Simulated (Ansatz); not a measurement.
**KCl: stiffness from a series of strains**

```yaml
crystal:
  lattice:
    - [0.00000, 3.15610, 3.15610]
    - [3.15610, 0.00000, 3.15610]
    - [3.15610, 3.15610, 0.00000]
  atoms:
    - { symbol: K, position: [0.00000, 0.00000, 0.00000] }
    - { symbol: Cl, position: [0.50000, 0.50000, 0.50000] }
```

Atom numbers follow the list: K1, Cl2.

The conventional cell has a = 6.312 Å, b = 6.312 Å, c = 6.312 Å, α = 90.00°, β = 90.00°, γ = 90.00°. K (atom 1) is surrounded by 6 Cl at 3.16 Å. Around Cl (atom 2) lie 6 K at 3.16 Å.

The structure is an experimental refinement, used without relaxation.

All numbers below come from DFT, PBE, all-electron LAPW, scalar-relativistic (Ansatz 0.2.0).

Numerical set-up: a Γ-centred 7×7×7 k mesh, Fermi–Dirac smearing of 0.03 eV, basis error target 1 meV/atom, no spin polarisation.

The strain is applied along the Cartesian axes of the cell as listed (the other components stay zero). Fractional coordinates are held (clamped ions).

σ is the change of stress from the unstrained cell, which is at 0.58 GPa; tension is positive, so slopes are stress–strain coefficients at that pressure.

Only quantities that a quadratic follows smoothly over the whole series are listed; rougher ones are left out.

```tsv
εzz	σzz (GPa)	σxx (GPa)
-0.0300	-1.58	-0.22
-0.0200	-0.98	-0.15
-0.0100	-0.46	-0.07
0.0000	0.00	0.00
0.0200	0.75	0.14
0.0300	1.05	0.20
```

(1) Fit the series and read off the stiffness at zero strain.

(2) One run, at εzz = 0.0100, is withheld. Predict its row.

Answers

(1) Least-squares fits y = p0 + p1 x + p2 x² to the rows give σzz (GPa): p1 = 43.6, p2 = -300; σxx (GPa): p1 = 7.07, p2 = -12. So C11 = 44 GPa and C12 = 7 GPa, which gives B = (C11 + 2 C12)/3 = 19 GPa.

(2) The fits give 0.41, 0.07; the run gave 0.40, 0.07.
